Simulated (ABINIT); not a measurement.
Te2Mo:

```xyz
6
Lattice="3.5182 0.0000 0.0000 -1.7591 3.0469 0.0000 0.0000 0.0000 13.9736" Properties=species:S:1:pos:R:3 pbc="T T T"
Te    1.7591    1.0156    5.2960
Te    0.0000    2.0312   12.2828
Te    1.7591    1.0156    1.6908
Te    0.0000    2.0312    8.6776
Mo    1.7591    1.0156   10.4802
Mo    0.0000    2.0312    3.4934
```

Base run:

```yaml
Program: ABINIT 10.8.3 (patched build)
Functional: PBE
Potentials_or_basis: JTH PAW PBE v2.0
Cutoff: 408 eV
k_mesh: 9 × 9 × 2
Occupations: fermi-dirac, width 0.05 eV
Spin: no spin polarisation
```

Its results: band gap on the k mesh 0.74 eV, indirect (least direct gap 1.04 eV); pressure 3.8 GPa; largest force 0.299 eV/Å.

The run is repeated on the same cell with these changes: functional from PBE to PBEsol. What comes out?

Band gap on the k mesh 0.72 eV, indirect (least direct gap 1.04 eV); pressure -0.1 GPa; largest force 0.058 eV/Å.

PBEsol binds more tightly than PBE, so the same cell stands under less pressure.

Caveats: spin-orbit coupling is left out, which moves the levels of the heavy elements; this functional lacks dispersion, which binds the layers, so the pressure and a relaxed spacing across them are unreliable; an odd mesh through Γ misses points on the zone boundary, where band edges often lie (some runs); the PAW data sets were made with another functional, which shifts forces and pressure a little (some runs).

Not every run made on this cell is shown here.
